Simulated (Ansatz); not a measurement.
**Structure search: one Sr candidate**

All numbers below come from Ansatz 0.2.0, DFT PBE, scalar-relativistic, plane waves, PAW. Cutoff 420 eV, Gaussian smearing, Γ-centred meshes. Cell and atoms relax first on a coarse mesh and then on a finer one. In between, the cell is made exact in the group found at 0.06 Å. In metals the finer mesh still leaves noise of several meV/atom or more. The steps can't lower the symmetry of their start. No spin polarisation.

Recipe of this trial structure of Sr: random cell by space group and Wyckoff sites (P4/nmm, No. 129). Lengths were set from tabulated atomic sizes, so they are only a guess.

```cif
data_structure
_symmetry_space_group_name_H-M 'P4/nmm:1'
_symmetry_Int_Tables_number 129
_cell_length_a 4.0507
_cell_length_b 4.0507
_cell_length_c 7.1845
_cell_angle_alpha 90.000
_cell_angle_beta 90.000
_cell_angle_gamma 90.000
_cell_volume 117.89
loop_
_atom_site_label
_atom_site_type_symbol
_atom_site_symmetry_multiplicity
_atom_site_Wyckoff_symbol
_atom_site_fract_x
_atom_site_fract_y
_atom_site_fract_z
_atom_site_occupancy
Sr1 Sr 2 c 0.50000 0.00000 0.58432 1
```

Energies count from the standard state of Sr at the same level.

Question: Where does the relaxation end?

Answer: The symmetry goes from P4/nmm (No. 129) to Fm-3m (No. 225), and the primitive cell from 2 to 1 atom. The end has the fcc type. The volume per atom shrinks by 7.3 %, from 58.9 to 54.7 Å³. The shortest distance goes from 3.11 Å (Sr–Sr) to 4.26 Å (Sr–Sr). The energy falls by about 1.6 eV/atom (the start's value is from the coarse mesh). The end is written in a standard setting, so origin, axes and order of atoms can differ from the start's. Conventional cell: a = 6.024 Å. Sr has 12 Sr at 4.26 Å.

```xyz
1
Lattice="0.0000 3.0122 3.0122 3.0122 0.0000 3.0122 3.0122 3.0122 0.0000" Properties=species:S:1:pos:R:3 pbc="T T T"
Sr    3.0122    3.0122    3.0122
```

Question: How does it come out in energy, and is it a metal?

Answer: The energy over the standard state is 0.00 eV/atom. The gap on the 18×18×18 mesh of the 1-atom cell is 0 eV (a metal).

It is level with the standard state within the noise.

The last run used Gaussian smearing of 0.10 eV. The end has I4/mmm (No. 139) at a tolerance of 0.01 Å; the cell shown is made exact in the group found at 0.05 Å. The k mesh leaves some 4 meV/atom of noise in the energy of each metallic cell. A later test with randomly moved atoms came back to the same energy, though modes that don't fit the test's cell weren't probed. In all, the 3 runs took 3.1 min on 1 thread of Intel(R) Xeon(R) Processor @ 2.50GHz (Skylake/Cascade Lake), with other jobs on the host.
